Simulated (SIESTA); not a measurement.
Runs of SIESTA 5.4.2 on MgS (Niningerite). The structure is cubic, space group Fm-3m (No. 225). Conventional cell: a = 5.203 Å, b = 5.203 Å, c = 5.203 Å, α = 90.00°, β = 90.00°, γ = 90.00°. S (site symmetry m-3m) is surrounded by 6 Mg at 2.60 Å. Mg (site symmetry m-3m) has 6 S at 2.60 Å as nearest neighbours. 

```csv
task,level,potentials or basis,cell,k mesh,density-matrix tolerance,hamiltonian tolerance,MPI ranks,displacement,supercell,energy shift,gap on the mesh (eV),pressure (GPa),relaxed volume (Å³/atom)
relaxation of cell and atoms,PBE,"PseudoDojo 0.4 standard (PBE files), DZP (energy shift 0.003 Ry; two zetas on semicore shells)",relaxed,9 × 9 × 9,-,-,-,-,-,0.003 Ry,2.77,0.0,18.38
relaxation of cell and atoms,PBE,"PseudoDojo 0.4 standard (PBE files), DZP (energy shift 0.01 Ry)",relaxed,9 × 9 × 9,-,-,4,-,-,0.01 Ry,2.80,0.0,(a)
relaxation of cell and atoms,PBE+D4,"PseudoDojo 0.4 standard (PBE files), DZP (energy shift 0.003 Ry; two zetas on semicore shells)",relaxed,9 × 9 × 9,-,-,-,-,-,0.003 Ry,2.83,0.0,(b)
relaxation of cell and atoms,PBEsol,"PseudoDojo 0.4 standard (PBEsol files), DZP (energy shift 0.003 Ry; two zetas on semicore shells)",relaxed,7 × 7 × 7,-,-,-,-,-,0.003 Ry,2.83,0.0,17.88
```

Alike in all rows: no spin polarisation; smearing fermi-dirac 0.05 eV; grid cutoff 800 Ry.

Task: Fill in the values left out.

Result: (a) 17.91; (b) 17.80.

Caveats: an odd mesh through Γ misses points on the zone boundary, where band edges often lie; the basis of atomic orbitals isn't converged, which shifts pressures, moduli and gaps; semicore shells carry a single zeta, which can move pressures by several GPa and volumes by a few percent (some runs).
